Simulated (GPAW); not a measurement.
Crystal: MoSe2.

```xyz
6
Lattice="3.2880 0.0000 0.0000 -1.6440 2.8475 0.0000 0.0000 0.0000 12.9000" Properties=species:S:1:pos:R:3 pbc="T T T"
Mo    1.6440    0.9492    9.6750
Mo    0.0000    1.8983    3.2250
Se    1.6440    0.9492    4.8375
Se    0.0000    1.8983   11.2875
Se    1.6440    0.9492    1.6125
Se    0.0000    1.8983    8.0625
```

```yaml
Program: GPAW 26.7.0
Task: relaxation of cell and atoms
Functional: LDA
Potentials_or_basis: the program's PAW data sets (release 1.2.1) made for this functional
Cutoff: 600 eV
Basis: pw
k_mesh: 6 × 6 × 2
Occupations: fermi-dirac, width 0.05 eV
Spin: no spin polarisation
```

At the start: pressure 0.3 GPa; volume 20.13 Å³/atom.

Where does the relaxation end?

Over 29 steps the energy falls by 10.7 meV/atom and the volume is 19.55 Å³/atom (-2.9 %); space group P6_3/mmc (No. 194, to 0.05 Å).

The path:
```csv
step,energy change (eV),largest force (eV/Å),pressure (GPa),volume (Å³)
1,0.0000,0.5495,0.27,120.78
2,-0.0133,0.4319,-0.25,120.80
3,-0.0300,0.2307,-1.12,120.79
4,-0.0400,0.0041,-2.04,120.68
5,-0.0427,0.1707,-2.60,120.33
6,-0.0438,0.1575,-2.51,120.28
7,-0.0457,0.1317,-2.34,120.18
8,-0.0481,0.0950,-2.10,120.04
9,-0.0507,0.0495,-1.79,119.86
10,-0.0530,0.0013,-1.44,119.65
11,-0.0548,0.0529,-1.06,119.40
12,-0.0560,0.0991,-0.70,119.14
13,-0.0570,0.1370,-0.36,118.86
14,-0.0580,0.1589,-0.08,118.55
15,-0.0594,0.1584,0.11,118.25
16,-0.0612,0.1308,0.16,117.95
17,-0.0629,0.0751,0.07,117.68
18,-0.0636,0.0029,-0.13,117.41
19,-0.0636,0.0022,-0.13,117.41
20,-0.0636,0.0008,-0.12,117.40
21,-0.0636,0.0013,-0.12,117.40
22,-0.0637,0.0038,-0.10,117.39
23,-0.0637,0.0066,-0.09,117.38
24,-0.0638,0.0096,-0.08,117.37
25,-0.0639,0.0126,-0.07,117.36
26,-0.0640,0.0155,-0.06,117.35
27,-0.0641,0.0180,-0.05,117.33
28,-0.0642,0.0198,-0.05,117.32
29,-0.0644,0.0204,-0.06,117.30
```

Final structure:
```
CELL_PARAMETERS angstrom
3.24364 0.00000 0.00000
-1.62182 2.80907 0.00000
0.00000 0.00000 12.87356
ATOMIC_POSITIONS crystal
Mo 0.66667 0.33333 0.75000
Mo 0.33333 0.66667 0.25000
Se 0.66667 0.33333 0.37872
Se 0.33333 0.66667 0.87872
Se 0.66667 0.33333 0.12128
Se 0.33333 0.66667 0.62128
```

Caveat: the k mesh is coarse; later steps reuse the first step's grids.
